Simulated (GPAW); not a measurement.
## Ga15CuSb16 (GaSb32 Cu1): moments or none

Aim: find out whether Ga15CuSb16 (GaSb32 Cu1) carries moments when they start parallel, and what they gain.

Calculated with GPAW 26.7.0; PBE; plane waves with GPAW's PAW setups, scalar-relativistic.

## (1) Set-up

It takes space group P-42m (No. 111, tetragonal). The conventional cell has a = 12.192 Å, b = 12.192 Å, c = 6.096 Å, α = 90.00°, β = 90.00°, γ = 90.00°. Nearest to Cu lie 4 Sb at 2.64 Å. Nearest to Sb lie 3 Ga at 2.64 Å and 1 Cu at 2.64 Å. Nearest to Ga lie 4 Sb at 2.64 Å. Nearest to Sb lie 4 Ga at 2.64 Å. Nearest to Sb lie 4 Ga at 2.64 Å. substitutional dopants on the host's lattice, its constants typed without a cited source, atoms not relaxed. Farther neighbours are not listed.

The cell is a made-up one and need not be a known phase.

## (2) Order 1, typed as ferro +

Parallel moments need no larger cell; this start tests for a ferromagnetic state only.

order1.py

```python
import json
import numpy as np
from ase import Atoms
from ase.parallel import paropen, parprint
from gpaw import GPAW

atoms = Atoms(['Cu', 'Sb', 'Ga', 'Sb', 'Ga', 'Sb', 'Ga', 'Sb', 'Ga', 'Sb', 'Ga', 'Sb', 'Ga', 'Sb', 'Ga', 'Sb', 'Ga', 'Sb', 'Ga', 'Sb', 'Ga', 'Sb', 'Ga', 'Sb', 'Ga', 'Sb', 'Ga', 'Sb', 'Ga', 'Sb', 'Ga', 'Sb'],
    cell=[[12.192, 0.0, 0.0],
         [0.0, 12.192, 0.0],
         [0.0, 0.0, 6.096]],
    scaled_positions=[[0.0, 0.0, 0.0],
         [0.125, 0.125, 0.25],
         [0.0, 0.25, 0.5],
         [0.125, 0.375, 0.75],
         [0.25, 0.0, 0.5],
         [0.375, 0.125, 0.75],
         [0.25, 0.25, 0.0],
         [0.375, 0.375, 0.25],
         [0.0, 0.5, 0.0],
         [0.125, 0.625, 0.25],
         [0.0, 0.75, 0.5],
         [0.125, 0.875, 0.75],
         [0.25, 0.5, 0.5],
         [0.375, 0.625, 0.75],
         [0.25, 0.75, 0.0],
         [0.375, 0.875, 0.25],
         [0.5, 0.0, 0.0],
         [0.625, 0.125, 0.25],
         [0.5, 0.25, 0.5],
         [0.625, 0.375, 0.75],
         [0.75, 0.0, 0.5],
         [0.875, 0.125, 0.75],
         [0.75, 0.25, 0.0],
         [0.875, 0.375, 0.25],
         [0.5, 0.5, 0.0],
         [0.625, 0.625, 0.25],
         [0.5, 0.75, 0.5],
         [0.625, 0.875, 0.75],
         [0.75, 0.5, 0.5],
         [0.875, 0.625, 0.75],
         [0.75, 0.75, 0.0],
         [0.875, 0.875, 0.25]],
    pbc=True,
    magmoms=[1.0, 0.0, 0.0, 0.0, 0.0, 0.0, 0.0, 0.0, 0.0, 0.0, 0.0, 0.0, 0.0, 0.0, 0.0, 0.0, 0.0, 0.0, 0.0, 0.0, 0.0, 0.0, 0.0, 0.0, 0.0, 0.0, 0.0, 0.0, 0.0, 0.0, 0.0, 0.0])
atoms.calc = GPAW(mode={'name': 'pw', 'ecut': 450},
    xc='PBE',
    kpts={'size': (3, 3, 5), 'gamma': True},
    occupations={'name': 'fermi-dirac', 'width': 0.05},
    convergence={'density': 1e-05, 'energy': 1e-05},
    maxiter=200,
    mixer={'name': 'pulay', 'beta': 0.05, 'nmaxold': 6, 'weight': 50},
    symmetry={'tolerance': 1e-4},
    txt='order1.txt')
e = atoms.get_potential_energy(force_consistent=True)
res = {'free_energy': e, 'energy_sigma0': atoms.get_potential_energy(), 'fermi_energy': atoms.calc.get_fermi_level()}
res['moments'] = atoms.get_magnetic_moments().tolist()
res['total'] = atoms.get_magnetic_moment()
parprint('site moments (muB):', np.round(res['moments'], 3))
parprint(f"total moment: {res['total']:.3f} muB")
parprint(f'free energy: {e:.6f} eV')
atoms.calc.write('order1.gpw')
with paropen('results.json', 'w') as f:
    json.dump(res, f)
```

Launch:

```sh
$ OMP_NUM_THREADS=1 mpirun -n 4 gpaw python order1.py > order1.log
```

Numbers of over 12 decimals in the logs are rounded to 6 here.

Output:

```text
site moments (muB): [ 0.  0.  0.  0.  0.  0. -0.  0.  0.  0.  0.  0. -0.  0. -0.  0.  0.  0.
 -0.  0.  0.  0. -0.  0. -0.  0. -0.  0. -0.  0. -0.  0.]
total moment: 0.002 muB
free energy: -121.161125 eV

--- order1.txt ---
Input parameters:
  mode=PW(ecut=450),
  convergence={'density': 1e-05, 'energy': 1e-05},
  kpts=MonkhorstPack(size=(3, 3, 5), gamma=True),
  maxiter=200,
  mixer=Pulay(name='pulay', nmaxold=6, beta=0.05, weight=50, sigma=0.015, g_ss=None),
  occupations=Occupations(name='fermi-dirac', width=0.05),
  symmetry=Symmetry(tolerance=0.0001),
  xc=XC(name='PBE')

Diagonalizing LCAO Hamiltonian
Converting LCAO to pw mode
        .-----------------------------.
       /|                             |
      / |                             |
     /  |  Sb             Sb          |
    /   |        Sb             Sb    |
   /  Ga|            Ga               |
  /    Sb         Sb  Sb         Sb   |
 *      .---Ga-------------Ga---------.
 |     / Sb  Sb         Sb  Sb       /
 | Ga /       Ga  Ga         Ga     /
 |   Ga Ga     Sb   Ga Ga     Sb   /
 |  / Sb             Sb           /
 | /      Ga             Ga      /
 |/                             /
 Cu-------------Ga-------------*

Atoms  # Å, Bohr magnetons
|    | symbol |         x |         y |        z |    initial magnetic moments |
|----|--------|-----------|-----------|----------|-----------------------------|
|  0 |     Cu |  0.000000 |  0.000000 | 0.000000 | ( 0.0000,  0.0000,  1.0000) |
|  1 |     Sb |  1.524000 |  1.524000 | 1.524000 | ( 0.0000,  0.0000,  0.0000) |
|  2 |     Ga |  0.000000 |  3.048000 | 3.048000 | ( 0.0000,  0.0000,  0.0000) |
|  3 |     Sb |  1.524000 |  4.572000 | 4.572000 | ( 0.0000,  0.0000,  0.0000) |
|  4 |     Ga |  3.048000 |  0.000000 | 3.048000 | ( 0.0000,  0.0000,  0.0000) |
|  5 |     Sb |  4.572000 |  1.524000 | 4.572000 | ( 0.0000,  0.0000,  0.0000) |
|  6 |     Ga |  3.048000 |  3.048000 | 0.000000 | ( 0.0000,  0.0000,  0.0000) |
|  7 |     Sb |  4.572000 |  4.572000 | 1.524000 | ( 0.0000,  0.0000,  0.0000) |
|  8 |     Ga |  0.000000 |  6.096000 | 0.000000 | ( 0.0000,  0.0000,  0.0000) |
|  9 |     Sb |  1.524000 |  7.620000 | 1.524000 | ( 0.0000,  0.0000,  0.0000) |
| 10 |     Ga |  0.000000 |  9.144000 | 3.048000 | ( 0.0000,  0.0000,  0.0000) |
| 11 |     Sb |  1.524000 | 10.668000 | 4.572000 | ( 0.0000,  0.0000,  0.0000) |
| 12 |     Ga |  3.048000 |  6.096000 | 3.048000 | ( 0.0000,  0.0000,  0.0000) |
| 13 |     Sb |  4.572000 |  7.620000 | 4.572000 | ( 0.0000,  0.0000,  0.0000) |
| 14 |     Ga |  3.048000 |  9.144000 | 0.000000 | ( 0.0000,  0.0000,  0.0000) |
| 15 |     Sb |  4.572000 | 10.668000 | 1.524000 | ( 0.0000,  0.0000,  0.0000) |
| 16 |     Ga |  6.096000 |  0.000000 | 0.000000 | ( 0.0000,  0.0000,  0.0000) |
| 17 |     Sb |  7.620000 |  1.524000 | 1.524000 | ( 0.0000,  0.0000,  0.0000) |
| 18 |     Ga |  6.096000 |  3.048000 | 3.048000 | ( 0.0000,  0.0000,  0.0000) |
| 19 |     Sb |  7.620000 |  4.572000 | 4.572000 | ( 0.0000,  0.0000,  0.0000) |
| 20 |     Ga |  9.144000 |  0.000000 | 3.048000 | ( 0.0000,  0.0000,  0.0000) |
| 21 |     Sb | 10.668000 |  1.524000 | 4.572000 | ( 0.0000,  0.0000,  0.0000) |
| 22 |     Ga |  9.144000 |  3.048000 | 0.000000 | ( 0.0000,  0.0000,  0.0000) |
| 23 |     Sb | 10.668000 |  4.572000 | 1.524000 | ( 0.0000,  0.0000,  0.0000) |
| 24 |     Ga |  6.096000 |  6.096000 | 0.000000 | ( 0.0000,  0.0000,  0.0000) |
| 25 |     Sb |  7.620000 |  7.620000 | 1.524000 | ( 0.0000,  0.0000,  0.0000) |
| 26 |     Ga |  6.096000 |  9.144000 | 3.048000 | ( 0.0000,  0.0000,  0.0000) |
| 27 |     Sb |  7.620000 | 10.668000 | 4.572000 | ( 0.0000,  0.0000,  0.0000) |
| 28 |     Ga |  9.144000 |  6.096000 | 3.048000 | ( 0.0000,  0.0000,  0.0000) |
| 29 |     Sb | 10.668000 |  7.620000 | 4.572000 | ( 0.0000,  0.0000,  0.0000) |
| 30 |     Ga |  9.144000 |  9.144000 | 0.000000 | ( 0.0000,  0.0000,  0.0000) |
| 31 |     Sb | 10.668000 | 10.668000 | 1.524000 | ( 0.0000,  0.0000,  0.0000) |

Unit cell  # Å
| periodic |         x |         y |        z |   lengths |    angles |
|----------|-----------|-----------|----------|-----------|-----------|
|      yes | 12.192000 |  0.000000 | 0.000000 | 12.192000 | 90.000000 |
|      yes |  0.000000 | 12.192000 | 0.000000 | 12.192000 | 90.000000 |
|      yes |  0.000000 |  0.000000 | 6.096000 |  6.096000 | 90.000000 |

Number of symmetries: 8

BZ-sampling:
  Number of BZ points: 45
  Number of IBZ points: 9

  Monkhorst-Pack size: [3, 3, 5]
  Monkhorst-Pack shift: [0, 0, 0]

K-points  # in reciprocal-cell coordinates
|   |                                coordinates |     weight |
|---|--------------------------------------------|------------|
| 0 | (  0.00000000,   0.00000000,   0.00000000) | 0.02222222 |
| 1 | (  0.00000000,   0.00000000,   0.20000000) | 0.04444444 |
| 2 | (  0.00000000,   0.00000000,   0.40000000) | 0.04444444 |
| 3 | (  0.33333333,   0.00000000,   0.00000000) | 0.08888889 |
| 4 | (  0.33333333,   0.00000000,   0.20000000) | 0.17777778 |
| 5 | (  0.33333333,   0.00000000,   0.40000000) | 0.17777778 |
| 6 | (  0.33333333,   0.33333333,   0.00000000) | 0.08888889 |
| 7 | (  0.33333333,   0.33333333,   0.20000000) | 0.17777778 |
| 8 | (  0.33333333,   0.33333333,   0.40000000) | 0.17777778 |

Plane wave coefficients: 19692
Cutoff: 450.000000 eV

Spin-components: 2 (collinear spins)
Bands:           183
Projectors:      177
Spin-degeneracy: 1
Datatype:        complex128

Parallelization:
  kpt:    4
  domain: 1
  band:   1

Density:
  Valence electrons: 296.0
  Components: 2
  Grid points: [60 60 30]
  Charge: 0.0  # |e|

Potential:
  Grid points: [60 60 30]

species:
  Cu:
    name:    Copper
    Z:       29.0
    valence: 11
    core:    18
    charge:  0.0  # [|e|]
    compensation charges:
      type: gauss
      rc: 0.33  # [Å]
      lmax: 2
    cutoffs:
      filter: 2.06  # [Å]
      core: 2.43  # [Å]
    projectors
    | kind |    occ | energy [eV] | rcut [Å] |
    |------|--------|-------------|----------|
    |   4s |  1.000 |      -4.609 |    1.164 |
    |   4p |  0.000 |      -0.698 |    1.164 |
    |   3d | 10.000 |      -5.039 |    1.058 |
    |    s |        |      22.603 |    1.164 |
    |    p |        |      26.513 |    1.164 |
    |    d |        |      22.172 |    1.058 |

    Using partial waves for Cu as LCAO basis

  Sb:
    name:    Antimony
    Z:       51.0
    valence: 15
    core:    36
    charge:  0.0  # [|e|]
    compensation charges:
      type: gauss
      rc: 0.36  # [Å]
      lmax: 2
    cutoffs:
      filter: 2.23  # [Å]
      core: 2.23  # [Å]
    projectors
    | kind |    occ | energy [eV] | rcut [Å] |
    |------|--------|-------------|----------|
    |   5s |  2.000 |     -12.815 |    1.154 |
    |   5p |  3.000 |      -4.830 |    1.233 |
    |   4d | 10.000 |     -33.514 |    1.196 |
    |    s |        |      14.396 |    1.154 |
    |    p |        |      22.381 |    1.233 |
    |    d |        |      -6.303 |    1.196 |

    Using partial waves for Sb as LCAO basis

  Ga:
    name:    Gallium
    Z:       31.0
    valence: 3
    core:    28
    charge:  0.0  # [|e|]
    compensation charges:
      type: gauss
      rc: 0.37  # [Å]
      lmax: 2
    cutoffs:
      filter: 2.06  # [Å]
      core: 4.17  # [Å]
    projectors
    | kind |    occ | energy [eV] | rcut [Å] |
    |------|--------|-------------|----------|
    |   4s |  2.000 |      -8.945 |    1.164 |
    |   4p |  1.000 |      -2.580 |    1.164 |
    |    s |        |      18.266 |    1.164 |
    |    p |        |      24.631 |    1.164 |
    |    d |        |       0.000 |    1.164 |

    Using partial waves for Ga as LCAO basis

Reference energy: -3658796.456742  # eV

eigensolver:
  PPCG
  Converge bands: occupied
  niter=2

density mixing:
  Pulay-Mixer
  Linear mixing parameters: 0.05
  Old densities: 6
  Fourier metric: weight=50, sigma=0.015

occupation numbers:
  Fermi-Dirac:
    width: 0.0500  # eV

poisson solver:
  ecut: 3600.000000  # eV

xc functional:
  name: PBE with 2 nearest neighbor stencil

convergence criteria:
- Maximum integral of absolute [dens]ity change: 1e-05 electrons / valence electron
- Maximum [total energy] change in last 3 cyles: 1e-05 eV / valence electron
- Maximum integral of absolute [eigenst]ate change: 4e-08 eV^2 / valence electron
maximum number of iterations: 200

SCF iterations
|iter     |      energy | eigst |  dens |  magmom |
|---------|-------------|-------|-------|---------|
|iter:   1|       0s | -122.270037 | +0.66 |       |  +0.9915|
|iter:   2|      52s | -121.360673 | -0.94 | -1.24 |  +0.9907|
|iter:   3|     104s | -121.272329 | -2.01 | -1.31 |  +0.9498|
|iter:   4|     156s | -121.134089 | -1.92 | -1.34 |  +0.7631|
|iter:   5|     208s | -121.080381 | -2.32 | -1.49 |  +0.5777|
|iter:   6|     260s | -121.121399 | -2.25 | -1.70 |  +0.3579|
|iter:   7|     313s | -121.121999 | -2.67 | -2.11 |  +0.2678|
|iter:   8|     365s | -121.127406 | -3.52 | -2.35 |  +0.2257|
|iter:   9|     417s | -121.125514 | -4.00 | -2.50 |  +0.2144|
|iter:  10|     470s | -121.128195c| -3.70 | -2.55 |  +0.1500|
[... 11 iterations left out ...]
|iter:  22|    1101s | -121.130720c| -6.91 | -4.12 |  +0.0114|
|iter:  23|    1127s | -121.130719c| -7.68c| -4.27 |  +0.0117|
|iter:  24|    1153s | -121.130721c| -7.81c| -4.29 |  +0.0105|
|iter:  25|    1206s | -121.130727c| -7.00 | -4.36 |  +0.0059|
|iter:  26|    1232s | -121.130727c| -7.96c| -4.65 |  +0.0054|
|iter:  27|    1258s | -121.130727c| -7.73c| -4.69 |  +0.0037|
|iter:  28|    1284s | -121.130727c| -7.62c| -4.81 |  +0.0023|
|iter:  29|    1310s | -121.130727c| -7.68c| -4.92 |  +0.0022|
|iter:  30|    1336s | -121.130727c| -8.14c| -4.96 |  +0.0022|
|iter:  31|    1362s | -121.130727c| -8.38c| -5.04c|  +0.0019|

Converged in 31 steps
Energy contributions relative to reference atoms: (reference = -3658796.456742)

Energy contributions:
  Kinetic:         196.665199
  Coulomb:        -175.701241
  Zero:              3.456336
  External:          0.000000
  Xc:             -145.520624
  Entropy:          -0.060795
  Spinorbit:         0.000000
  ----------------------------
  Free energy:    -121.161125
  Extrapolated:   -121.130727

dipole moment: (-120.110200, -120.110200, -122.488451)  # |e|*Ang

Total magnetic moment: (0.000000, 0.000000, 0.001928)

Local magnetic moments
|        x |        y |         z |
|----------|----------|-----------|
| 0.000000 | 0.000000 |  0.000125 |  # Cu   0
| 0.000000 | 0.000000 |  0.000107 |  # Sb   1
| 0.000000 | 0.000000 |  0.000001 |  # Ga   2
| 0.000000 | 0.000000 |  0.000026 |  # Sb   3
| 0.000000 | 0.000000 |  0.000001 |  # Ga   4
| 0.000000 | 0.000000 |  0.000026 |  # Sb   5
| 0.000000 | 0.000000 | -0.000009 |  # Ga   6
| 0.000000 | 0.000000 |  0.000036 |  # Sb   7
| 0.000000 | 0.000000 |  0.000000 |  # Ga   8
| 0.000000 | 0.000000 |  0.000026 |  # Sb   9
| 0.000000 | 0.000000 |  0.000001 |  # Ga  10
| 0.000000 | 0.000000 |  0.000107 |  # Sb  11
| 0.000000 | 0.000000 | -0.000008 |  # Ga  12
| 0.000000 | 0.000000 |  0.000036 |  # Sb  13
| 0.000000 | 0.000000 | -0.000009 |  # Ga  14
| 0.000000 | 0.000000 |  0.000026 |  # Sb  15
[...]
| 0.000000 | 0.000000 | -0.000009 |  # Ga  22
| 0.000000 | 0.000000 |  0.000026 |  # Sb  23
| 0.000000 | 0.000000 | -0.000008 |  # Ga  24
| 0.000000 | 0.000000 |  0.000036 |  # Sb  25
| 0.000000 | 0.000000 | -0.000008 |  # Ga  26
| 0.000000 | 0.000000 |  0.000026 |  # Sb  27
| 0.000000 | 0.000000 | -0.000008 |  # Ga  28
| 0.000000 | 0.000000 |  0.000026 |  # Sb  29
| 0.000000 | 0.000000 | -0.000009 |  # Ga  30
| 0.000000 | 0.000000 |  0.000107 |  # Sb  31

Fermi level: 4.678
Eigenvalues  # (at kpt = [0.000, 0.000, 0.000])
| band index |      eig [eV] | occ [0-1] |      eig [eV] | occ [0-1] |
|------------|---------------|-----------|---------------|-----------|
|          0 |       -23.989 |     1.000 |       -23.989 |     1.000 |
|        ... |               |           |               |           |
|        138 |         3.334 |     1.000 |         3.334 |     1.000 |
|        139 |         3.383 |     1.000 |         3.383 |     1.000 |
|        140 |         3.383 |     1.000 |         3.383 |     1.000 |
|        141 |         3.683 |     1.000 |         3.683 |     1.000 |
|        142 |         3.747 |     1.000 |         3.747 |     1.000 |
|        143 |         3.822 |     1.000 |         3.822 |     1.000 |
|        144 |         4.067 |     1.000 |         4.067 |     1.000 |
|        145 |         4.067 |     1.000 |         4.067 |     1.000 |
|        146 |         5.127 |     0.000 |         5.127 |     0.000 |
|        147 |         5.140 |     0.000 |         5.140 |     0.000 |
|        148 |         5.140 |     0.000 |         5.140 |     0.000 |
|        149 |         5.215 |     0.000 |         5.215 |     0.000 |
|        150 |         5.884 |     0.000 |         5.884 |     0.000 |
|        151 |         5.894 |     0.000 |         5.894 |     0.000 |
|        152 |         5.941 |     0.000 |         5.941 |     0.000 |
|        153 |         6.154 |     0.000 |         6.154 |     0.000 |
|        ... |               |           |               |           |
|        182 |         9.582 |     0.000 |         9.581 |     0.000 |

No gap
No difference between direct/indirect transitions
```

It took 24 min on 4 MPI ranks of Arm Neoverse V1, shared host; peak memory 3.4 GiB.

Spin moment in the augmentation sphere by element, in μB:

| element | atoms | mean | spread (r.m.s.) | least | largest |
| --- | --- | --- | --- | --- | --- |
| Cu | 1 | 0.0001 | 0.0000 | 0.0001 | 0.0001 |
| Sb | 16 | 0.0000 | 0.0000 | 0.0000 | 0.0001 |
| Ga | 15 | 0.0000 | 0.0000 | 0.0000 | 0.0000 |

The atoms farthest from the mean of their element:

```
atom         x, y, z (Å)  spin moment in the augmentation sphere (μB)
 Sb2    1.52, 1.52, 1.52                                       0.0001
Sb12   1.52, 10.67, 4.57                                       0.0001
Sb32  10.67, 10.67, 1.52                                       0.0001
Sb22   10.67, 1.52, 4.57                                       0.0001
Sb10    1.52, 7.62, 1.52                                       0.0000
Sb16   4.57, 10.67, 1.52                                       0.0000
 Sb6    4.57, 1.52, 4.57                                       0.0000
 Sb4    1.52, 4.57, 4.57                                       0.0000
```

Numbers from this step:

```
final state : non-magnetic
```

After 31 cycles the seed has died away: no moment is left.

(Continued in part 2 of 2.)

[Logs and program files are shortened in this print: banners, set-up blocks, solver, clock and traceback lines can be left out without a mark of their own.]

[Logs are printed without paths, hosts, clocks, repeated set-up lines and the standing remarks that a program may print on its own settings, such as how far it seeks lower states.]

[Hosts, paths, dates, database ids (printed as entryN), source tags and the programs' standing remarks are cut or masked in the printed files.]

[Where a cell is said to come from a database of computed structures, the database is the Materials Project.]
